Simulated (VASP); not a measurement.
# BiTe (Fm-3m) in VASP: notebook

Aim: see how the results for BiTe move with the level of theory and the settings. Levels: LDA, PBEsol. Tasks: single point.

All numbers are computed with VASP 6.6.1; they aren't measurements. Logs are shortened: lines on timing, memory, paths and dates and some standing lists are left out, and cuts for length are marked.

## 1. The structure

Symmetry: Fm-3m, No. 225, cubic system. The conventional cell has a = 6.470 Å, b = 6.470 Å, c = 6.470 Å, α = 90.00°, β = 90.00°, γ = 90.00°. Bi (site symmetry m-3m) is surrounded by 6 Te at 3.23 Å. Te (site symmetry m-3m) is surrounded by 6 Bi at 3.23 Å.

## 2. Single point, LDA

INCAR

```
SYSTEM = BiTe
PREC = Accurate ; ENCUT = 520
EDIFF = 1E-6 ; ISMEAR = -1
SIGMA = 0.03 ; LREAL = .False.
LASPH = .True. ; NELM = 100
ALGO = Fast ; ISIF = 2
LWAVE = .False. ; LCHARG = .True.
LELF = .True. ; LVHAR = .True.
NBANDS = 18
```

KPOINTS

```
Automatic mesh
0
Gamma
  10 10 10
  0 0 0
```

POSCAR

```
BiTe
1.0
    0.0000000000      3.2350000000      3.2350000000
    3.2350000000      0.0000000000      3.2350000000
    3.2350000000      3.2350000000      0.0000000000
Bi Te
1 1
Direct
    0.0000000000      0.0000000000      0.0000000000
    0.5000000000      0.5000000000      0.5000000000
```

Potentials or basis: VASP PAW LDA potentials, release 64 (Bi_d, Te).

Command:

```sh
cat potpaw_LDA.64/Bi_d/POTCAR potpaw_LDA.64/Te/POTCAR > POTCAR
mpirun -np 1 vasp_std > vasp.out
```

OUTCAR:

```text
SYSTEM = BiTe
   PREC = Accurate
   ENCUT = 520
   EDIFF = 1E-6
   ISMEAR = -1
   LREAL = .False.
   LASPH = .True.
   NELM = 100
   ISIF = 2

 ion  position               nearest neighbor table
   1  0.000  0.000  0.000-   2 3.23   2 3.23   2 3.23   2 3.23   2 3.23   2 3.23
   2  0.500  0.500  0.500-   1 3.23   1 3.23   1 3.23   1 3.23   1 3.23   1 3.23

  LATTYP: Found a face centered cubic cell.
 ALAT       =     6.4700000000

  Lattice vectors:

 A1 = (   0.0000000000,   3.2350000000,   3.2350000000)
 A2 = (   3.2350000000,   0.0000000000,   3.2350000000)
 A3 = (   3.2350000000,   3.2350000000,   0.0000000000)

Analysis of symmetry for initial positions (statically):
=====================================================================
 Subroutine PRICEL returns:
 Original cell was already a primitive cell.

 Routine SETGRP: Setting up the symmetry group for a
 face centered cubic supercell.

 Subroutine GETGRP returns: Found 48 space group operations
 (whereof 48 operations were pure point group operations)
 out of a pool of 48 trial point group operations.

The static configuration has the point symmetry O_h .

Analysis of symmetry for dynamics (positions and initial velocities):
=====================================================================
 Subroutine PRICEL returns:
 Original cell was already a primitive cell.

 Routine SETGRP: Setting up the symmetry group for a
 face centered cubic supercell.

 Subroutine GETGRP returns: Found 48 space group operations
 (whereof 48 operations were pure point group operations)
 out of a pool of 48 trial point group operations.

The dynamic configuration has the point symmetry O_h .

 Subroutine INISYM returns: Found 48 space group operations
 (whereof 48 operations are pure point group operations),
 and found     1 'primitive' translations

----------------------------------------------------------------------------------------

                                     Primitive cell

  volume of cell :      67.7100

  direct lattice vectors                    reciprocal lattice vectors
     0.000000000  3.235000000  3.235000000    -0.154559505  0.154559505  0.154559505
     3.235000000  0.000000000  3.235000000     0.154559505 -0.154559505  0.154559505
     3.235000000  3.235000000  0.000000000     0.154559505  0.154559505 -0.154559505

  length of vectors
     4.574980874  4.574980874  4.574980874     0.267704916  0.267704916  0.267704916

  position of ions in fractional coordinates (direct lattice)
     0.000000000  0.000000000  0.000000000
     0.500000000  0.500000000  0.500000000

  ion indices of the primitive-cell ions
   primitive index   ion index
                 1           1
                 2           2

----------------------------------------------------------------------------------------

 KPOINTS: Automatic mesh

Automatic generation of k-mesh.
 Grid dimensions read from file:
 generate k-points for:   10   10   10

 Generating k-lattice:

  Cartesian coordinates                     Fractional coordinates (reciprocal lattice)
    -0.015455951  0.015455951  0.015455951     0.100000000  0.000000000  0.000000000
     0.015455951 -0.015455951  0.015455951     0.000000000  0.100000000  0.000000000
     0.015455951  0.015455951 -0.015455951     0.000000000  0.000000000  0.100000000

  Length of vectors
     0.026770492  0.026770492  0.026770492

  Shift w.r.t. Gamma in fractional coordinates (k-lattice)
     0.000000000  0.000000000  0.000000000

 Subroutine IBZKPT returns following result:
 ===========================================

 Found     47 irreducible k-points:

 Following reciprocal coordinates:
            Coordinates               Weight
  0.000000  0.000000  0.000000      1.000000
  0.100000  0.000000  0.000000      8.000000
  0.200000  0.000000  0.000000      8.000000
  0.300000  0.000000  0.000000      8.000000
  0.400000  0.000000  0.000000      8.000000
  0.500000  0.000000  0.000000      4.000000
[... 16 lines left out ...]
  0.300000  0.300000  0.000000      6.000000
  0.400000  0.300000  0.000000     24.000000
 [... further k-points ...]
   k-points           NKPTS =     47   k-points in BZ     NKDIM =     47   number of bands    NBANDS=     18
   number of dos      NEDOS =    301   number of ions     NIONS =      2
   total plane-waves  NPLWV =  46656
   dimension x,y,z NGX =    36 NGY =   36 NGZ =   36
   dimension x,y,z NGXF=    72 NGYF=   72 NGZF=   72
   ions per type =               1   1
   NGX,Y,Z   is equivalent  to a cutoff of  13.08, 13.08, 13.08 a.u.
   NGXF,Y,Z  is equivalent  to a cutoff of  26.16, 26.16, 26.16 a.u.
 SYSTEM =  BiTe
   PREC   = accura    normal or accurate (medium, high low for compatibility)
   ISTART =      0    job   : 0-new  1-cont  2-samecut
   ICHARG =      2    charge: 1-file 2-atom 10-const
   ISPIN  =      1    spin polarized calculation?
   LNONCOLLINEAR =      F non collinear calculations
   LSORBIT =      F    spin-orbit coupling
   LASPH  =      T    aspherical Exc in radial PAW
   ENCUT  =  520.0 eV  38.22 Ry    6.18 a.u.   8.51  8.51  8.51*2*pi/ulx,y,z
   NELM   =    100;   NELMIN=  2; NELMDL= -5     # of ELM steps
   EDIFF  = 0.1E-05   stopping-criterion for ELM
   LREAL  =      F    real-space projection
   EDIFFG = 0.1E-04   stopping-criterion for IOM
   NSW    =      0    number of steps for IOM
   IBRION =     -1    ionic relax: 0-MD 1-quasi-New 2-CG
   NFREE  =      0    steps in history (QN), initial steepest desc. (CG)
   ISIF   =      2    stress and relaxation
   ISYM   =      2    0-nonsym 1-usesym 2-fastsym
   POTIM  = 0.5000    time-step for ionic-motion
   TEBEG  =    0.0;   TEEND  =   0.0 temperature during run
   PSTRESS=    0.0 pullay stress
   NELECT =      21.0000    total number of electrons
   NUPDOWN=      -1.0000    fix difference up-down
   EMIN   =  10.00;   EMAX   =-10.00  energy-range for DOS
   EFERMI =   0.00;   METHOD = LEGACY
   ISMEAR =    -1;   SIGMA  =   0.03  broadening in eV -4-tet -1-fermi 0-gaus
   EFERMI_NEDOS =   21; number of points for ismear=-14 and -15
   IALGO  =     68    algorithm
   IMIX   =      4    mixing-type and parameters
     AMIX     =   0.40;   BMIX     =  1.00
     AMIX_MAG =   1.60;   BMIX_MAG =  1.00
  volume/ion in A,a.u.               =      33.86       228.46
  Fermi-wavevector in a.u.,A,eV,Ry     =   1.108146  2.094092 16.707785  1.227988
  Thomas-Fermi vector in A             =   2.244669
   LORBIT       =      0    0 simple, 1 ext, 2 COOP (PROOUT), +10 PAW based schemes
   GGA     = CA    functional components
   LHFCALC =     F    Hartree Fock is set to
   AEXX    =    0.0000 exact exchange contribution
   IVDW    =     0    specifies the selected vdW correction
   LEPSILON=     F    determine dielectric tensor
   LRPA    =     F    only Hartree local field effects (RPA)
 non-spin polarized calculation
 RMM-DIIS sequential band-by-band and
  energy-cutoff  :      520.00
  volume of cell :       67.71
 maximum number of plane-waves:      1849
 NGX is ok and might be reduce to    36
   NGX = 17   NGY = 17   NGZ = 17

 number of electron      21.0000001 magnetization

 Free energy of the ion-electron system (eV)
  ---------------------------------------------------
  ext. energy  EPLUGINS =         0.00000000
  ---------------------------------------------------
  free energy    TOTEN  =        -8.48923987 eV

  energy without entropy =       -8.48433696  energy(sigma->0) =       -8.48678841

 E-fermi :   6.4038     XC(G=0):  -9.6760

 val. band max:        6.4018768051   @ k =  -0.2000   0.1000   0.0000
 cond. band min:       6.4148257392   @ k =   0.2000   0.2000   0.0000
 fundamental gap:      0.0129489340
 Fermi energy:         6.4037948182

 k-point     1 :       0.0000    0.0000    0.0000
  band No.  band energies     occupation
      1     -16.6413      2.00000
      2     -16.6413      2.00000
      3     -16.6341      2.00000
      4     -16.6341      2.00000
      5     -16.6341      2.00000
      6      -7.0955      2.00000
[... 10 lines left out ...]
     17      12.4945      0.00000
     18      12.9377      0.00000

 k-point     2 :       0.1000    0.0000    0.0000
  band No.  band energies     occupation
      1     -16.6416      2.00000
      2     -16.6416      2.00000
      3     -16.6339      2.00000
      4     -16.6336      2.00000
      5     -16.6336      2.00000
      6      -7.0063      2.00000
[... 10 lines left out ...]
     17      13.1014      0.00000
     18      13.6299      0.00000

 k-point     3 :       0.2000    0.0000    0.0000
  band No.  band energies     occupation
      1     -16.6426      2.00000
      2     -16.6426      2.00000
      3     -16.6334      2.00000
      4     -16.6320      2.00000
      5     -16.6320      2.00000
      6      -6.7412      2.00000
[... 10 lines left out ...]
     17      14.4366      0.00000
     18      14.8512      0.00000

 k-point     4 :       0.3000    0.0000    0.0000
  band No.  band energies     occupation
      1     -16.6440      2.00000
      2     -16.6440      2.00000
      3     -16.6329      2.00000
      4     -16.6298      2.00000
      5     -16.6298      2.00000
      6      -6.3084      2.00000
[... 375 lines left out ...]
      4     -16.6303      2.00000
      5     -16.6290      2.00000
      6      -6.1782      2.00000
[... 10 lines left out ...]
     17      14.4042      0.00000
     18      15.7230      0.00000

 k-point    23 :       0.3000    0.3000    0.0000
  band No.  band energies     occupation
      1     -16.6503      2.00000
      2     -16.6383      2.00000
      3     -16.6364      2.00000
      4     -16.6273      2.00000
      5     -16.6273      2.00000
      6      -6.1245      2.00000
[... 10 lines left out ...]
     17      14.4968      0.00000
     18      14.4968      0.00000

 k-point    24 :       0.4000    0.3000    0.0000
  band No.  band energies     occupation
      1     -16.6518      2.00000
      2     -16.6383      2.00000
      3     -16.6363      2.00000
      4     -16.6261      2.00000
      5     -16.6258      2.00000
      6      -5.7875      2.00000
[... 10 lines left out ...]
     17      15.3698      0.00000
     18      15.4519      0.00000

 [... further k-points ...]

------------------------ aborting loop because EDIFF is reached ----------------------------------------

  FORCE on cell =-STRESS in cart. coord.  units (eV):
  Direction    XX          YY          ZZ          XY          YZ          ZX
  --------------------------------------------------------------------------------------
  -------------------------------------------------------------------------------------
  Total       -1.1515714     -1.1515714     -1.1515714     -0.0000000      0.0000000     -0.0000000
  in kB      -27.2488771    -27.2488771    -27.2488771     -0.0000000      0.0000000     -0.0000000
  external PRESSURE =     -27.2488771 kB  Pullay stress =       0.0000000 kB

 VOLUME and BASIS-vectors are now :
 -----------------------------------------------------------------------------
  energy-cutoff  :      520.00
  volume of cell :       67.71
      direct lattice vectors                 reciprocal lattice vectors
     0.000000000  3.235000000  3.235000000    -0.154559505  0.154559505  0.154559505
     3.235000000  0.000000000  3.235000000     0.154559505 -0.154559505  0.154559505
     3.235000000  3.235000000  0.000000000     0.154559505  0.154559505 -0.154559505

 POSITION                                       TOTAL-FORCE (eV/Angst)
 -----------------------------------------------------------------------------------
      0.00000      0.00000      0.00000        -0.000000     -0.000000      0.000000
      3.23500      3.23500      3.23500         0.000000      0.000000     -0.000000
 -----------------------------------------------------------------------------------
    total drift:                               -0.000000      0.000000      0.000000

  FREE ENERGIE OF THE ION-ELECTRON SYSTEM (eV)
  ---------------------------------------------------
  free  energy   TOTEN  =        -8.4892398735 eV

  energy  without entropy=       -8.4843369554  energy(sigma->0) =       -8.48678841
```

Run time: 1.7 min. Hardware: 1 thread of Intel Xeon Platinum 8375C at 2.90GHz (Ice Lake), shared host; peak memory 0.21 GiB.

What came out:

| Quantity | Value |
| --- | --- |
| Free energy | -8.4892 eV |
| Pressure | -2.7 GPa |
| Band gap on the k mesh | none (metal or under the smearing width) |

Levels at points of the mesh, in eV from the Fermi level:
```
           k point  band 6  band 7  band 8  band 9  band 10  band 11  band 12  band 13  band 14  band 15
(0.00, 0.00, 0.00)  -13.50   -8.14   -2.49   -2.49    -2.49     2.15     2.15     2.15     4.72     4.72
(0.50, 0.00, 0.00)  -11.55  -11.23   -1.85   -1.85    -1.55    -0.83    -0.61    -0.61     7.30     7.76
(0.50, 0.50, 0.00)  -11.75   -9.94   -5.61   -3.96    -3.96     2.27     3.58     3.58     4.93     8.73
```

Caveat: spin-orbit coupling is left out, which moves the levels of the heavy elements.

## 3. Single point, PBEsol (functional pbesol, volume scaled by 0.96)

INCAR

```
SYSTEM = BiTe
ALGO = Normal
EDIFF = 1E-6
ENCUT = 520
GGA = PS
ISIF = 2
ISMEAR = -1
LASPH = .TRUE.
LCHARG = .FALSE.
LREAL = .FALSE.
LWAVE = .FALSE.
NBANDS = 18
NELM = 100
PREC = Accurate
SIGMA = 0.03
```

KPOINTS

```
k-points
0
G
  10 10 10
  0 0 0
```

POSCAR

```
BiTe
1.0
    0.0000000000      3.1912784242      3.1912784242
    3.1912784242      0.0000000000      3.1912784242
    3.1912784242      3.1912784242      0.0000000000
Bi Te
1 1
Direct
    0.0000000000      0.0000000000      0.0000000000
    0.5000000000      0.5000000000      0.5000000000
```

Potentials or basis: VASP PAW PBE potentials, release 64 (Bi_d, Te).

Command:

```sh
cat potpaw_PBE.64/Bi_d/POTCAR potpaw_PBE.64/Te/POTCAR > POTCAR
mpirun -np 1 vasp_std > vasp.out
```

It took 89 s on 1 thread of Intel Xeon Platinum 8375C at 2.90GHz (Ice Lake), shared host; peak memory 0.23 GiB.

It converged, with:

* Free energy: -7.9870 eV
* Pressure: 0.4 GPa
* Band gap on the k mesh: none (metal or under the smearing width)

Levels at points of the mesh, in eV from the Fermi level:
```tsv
k point	band 8	band 9	band 10	band 11	band 12	band 13
(0.00, 0.00, 0.00)	-2.62	-2.62	-2.62	2.26	2.26	2.26
(0.50, 0.00, 0.00)	-1.96	-1.96	-1.57	-0.86	-0.67	-0.67
(0.50, 0.50, 0.00)	-5.93	-4.18	-4.18	2.04	3.81	3.81
```

Caveat: the PAW data sets were made with another functional, which shifts forces and pressure a little; spin-orbit coupling is left out, which moves the levels of the heavy elements.
